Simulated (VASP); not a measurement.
Wanted: the native input for a VASP 6.6.1 run.

| Item | Value |
| --- | --- |
| Task | single point |
| Functional | PBE |
| Potentials or basis | VASP PAW PBE potentials, release 64 (Co, Si) |
| Cutoff | 520 eV |
| k mesh | 14 × 14 × 14 |
| Occupations | gaussian, width 0.1 eV |
| Spin | no spin polarisation |
| Dipole correction | no |
| Further INCAR settings | ALGO = Normal; EDIFF = 1e-06; NBANDS = 16 |

The structure of CoSi2 lies in POSCAR:

```
CoSi2
1.0
    0.0000000000      2.6607799251      2.6607799251
    2.6607799251      0.0000000000      2.6607799251
    2.6607799251      2.6607799251      0.0000000000
Co Si
1 2
Direct
    0.0000000000      0.0000000000      0.0000000000
    0.2500000000      0.2500000000      0.2500000000
    0.7500000000      0.7500000000      0.7500000000
```

One way to write it, as run:

INCAR

```
PREC = Accurate ; ENCUT = 520
EDIFF = 1E-6 ; ISMEAR = 0
SIGMA = 0.1 ; LREAL = False
LASPH = True ; NELM = 100
ALGO = Normal ; ISIF = 2
LWAVE = False ; LCHARG = False
GGA = PE ; NBANDS = 16
```

KPOINTS

```
Automatic mesh
0
Gamma
  14 14 14
```

Potentials or basis: VASP PAW PBE potentials, release 64 (Co, Si).

Run with:

```bash
$ cat potpaw_PBE.64/Co/POTCAR potpaw_PBE.64/Si/POTCAR > POTCAR
$ mpirun -np 1 vasp_std > vasp.out
```

Results of the run:

```json
{"Pressure": "3.9 GPa", "Band gap on the k mesh": "none (metal or under the smearing width)"}
```

Wall time 73 s on 1 thread of AMD EPYC 7R13 Processor (Zen 3), with other jobs on the host, peak memory 0.17 GiB.
